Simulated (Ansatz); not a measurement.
**Molecular dynamics of WC**

input.yaml

```yaml
crystal:
  lattice:
    - [-2.8994, -5.021908, 0.0]
    - [4.3491, -2.510954, 0.0]
    - [0.0, 0.0, 5.6546]
  atoms:
    - { symbol: W, position: [0.75, 0.5, 0.0] }
    - { symbol: C, position: [0.5, 0.6666667, 0.25] }
    - { symbol: W, position: [0.75, 0.5, 0.5] }
    - { symbol: C, position: [0.5, 0.6666667, 0.75] }
    - { symbol: W, position: [0.5, 0.0, 0.0] }
    - { symbol: C, position: [0.25, 0.1666667, 0.25] }
    - { symbol: W, position: [0.5, 0.0, 0.5] }
    - { symbol: C, position: [0.25, 0.1666667, 0.75] }
    - { symbol: W, position: [0.25, 0.5, 0.0] }
    - { symbol: C, position: [0.0, 0.6666667, 0.25] }
    - { symbol: W, position: [0.25, 0.5, 0.5] }
    - { symbol: C, position: [0.0, 0.6666667, 0.75] }
    - { symbol: W, position: [0.0, 0.0, 0.0] }
    - { symbol: C, position: [0.75, 0.1666667, 0.25] }
    - { symbol: W, position: [0.0, 0.0, 0.5] }
    - { symbol: C, position: [0.75, 0.1666667, 0.75] }
basis:
  ecutwfc: 420.0
kpoints:
  mp_grid: { grid: [3, 3, 3] }
hamiltonian:
  xc: pbe
  pseudopotentials: { kind: paw, azcp: { folder: soft_1 } }
scf:
  occupations: { method: fermi_dirac, width: 0.3 }
  lower_state_search: "off"
md:
  timestep: 0.75
  n_steps: 170
  ensemble: nvt_langevin
  temperature: 3500.0
  initial_velocities: maxwell_boltzmann
  seed: 225325
  friction: 0.02
```

Run as:

```bash
$ ansatz run input.yaml --threads 2 --pin off --max-ram 5120MiB --backend cpu --events-out ev --progress --plain --runs-dir out
```

It starts from a structure without forces on its atoms.

Output, in part (step lines):

```
md step     0: t =     0.00 fs  T =  3281.2 K  F+E_penalty+E_count = -85097.53316180 eV  E_kin = 6.786150 eV  (9 SCF iters)
md step     1: t =     0.75 fs  T =  3169.9 K  F+E_penalty+E_count = -85097.50526855 eV  E_kin = 6.555760 eV  (6 SCF iters)
md step     2: t =     1.50 fs  T =  2872.9 K  F+E_penalty+E_count = -85097.42677878 eV  E_kin = 5.941525 eV  (6 SCF iters)
md step     3: t =     2.25 fs  T =  2848.9 K  F+E_penalty+E_count = -85097.30427436 eV  E_kin = 5.891983 eV  (6 SCF iters)
md step     4: t =     3.00 fs  T =  2794.6 K  F+E_penalty+E_count = -85097.13650228 eV  E_kin = 5.779703 eV  (6 SCF iters)
md step     5: t =     3.75 fs  T =  2637.5 K  F+E_penalty+E_count = -85096.92758156 eV  E_kin = 5.454826 eV  (5 SCF iters)
md step     6: t =     4.50 fs  T =  2687.8 K  F+E_penalty+E_count = -85096.68527627 eV  E_kin = 5.558888 eV  (5 SCF iters)
md step     7: t =     5.25 fs  T =  2510.4 K  F+E_penalty+E_count = -85096.42223582 eV  E_kin = 5.192002 eV  (5 SCF iters)
[... lines left out ...]
md step   169: t =   126.75 fs  T =  2861.8 K  F+E_penalty+E_count = -85092.86573636 eV  E_kin = 5.918613 eV  (5 SCF iters)
md step   170: t =   127.50 fs  T =  3052.2 K  F+E_penalty+E_count = -85092.90218379 eV  E_kin = 6.312440 eV  (6 SCF iters)
```

The steps, from the saved trajectory:

| time (fs) | T (K) | potential energy less start (eV) |
| --- | --- | --- |
| 0.0 | 3281 | 0.000 |
| 3.8 | 2638 | 0.606 |
| 7.5 | 2489 | 1.899 |
| 11.2 | 1720 | 2.982 |
| 15.0 | 1680 | 3.249 |
| 18.8 | 1805 | 3.157 |
| 22.5 | 1875 | 2.972 |
| 26.2 | 2064 | 3.013 |
| 30.0 | 2561 | 3.508 |
| 33.8 | 2433 | 4.300 |
| 37.5 | 2247 | 4.747 |
| 41.2 | 2228 | 4.772 |
| 45.0 | 3050 | 4.390 |
| 48.8 | 3221 | 4.268 |
| 52.5 | 3526 | 4.577 |
| 56.2 | 3160 | 4.771 |
| 60.0 | 3324 | 5.021 |
| 63.8 | 3276 | 5.404 |
| 67.5 | 3199 | 6.080 |
| 71.2 | 3250 | 6.334 |
| 75.0 | 3476 | 5.491 |
| 78.8 | 3844 | 4.739 |
| 82.5 | 3676 | 4.549 |
| 86.2 | 2985 | 5.228 |
| 90.0 | 2659 | 5.802 |
| 93.8 | 3234 | 5.243 |
| 97.5 | 3194 | 4.646 |
| 101.2 | 3782 | 4.862 |
| 105.0 | 3459 | 5.435 |
| 108.8 | 3245 | 5.566 |
| 112.5 | 2709 | 5.165 |
| 116.2 | 2758 | 5.265 |
| 120.0 | 3028 | 5.302 |
| 123.8 | 2949 | 4.999 |
| 127.5 | 3052 | 4.631 |

The run went to its last step. A run of 0.13 ps of so small a system gives no equilibrium averages. Limits of this set-up: coarse k mesh.

Mean squared displacements from the first frame to the last, about the centre of mass: W 0.02 Å², C 0.04 Å².

Last frame:

```xyz
16
Lattice="-2.8994 -5.0219 0.0000 4.3491 -2.5110 0.0000 0.0000 0.0000 5.6546" Properties=species:S:1:pos:R:3
W -0.032 -4.676 0.241
C 1.388 -3.683 1.603
W 0.066 -4.726 2.830
C 1.347 -3.853 4.474
W -1.502 -2.213 0.160
C 0.111 -1.397 1.334
W -1.269 -2.111 2.891
C 0.043 -1.347 4.428
W 1.516 -2.107 -0.022
C 2.828 -1.371 1.619
W 1.371 -2.274 3.018
C 2.701 -1.098 4.271
W -0.044 0.327 0.068
C -1.598 -3.797 1.578
W 0.001 0.422 2.922
C -1.489 -3.699 4.488
```

Run time: 26 min on 2 threads of Arm Neoverse V1, with other jobs on the host, peak memory 0.77 GiB.
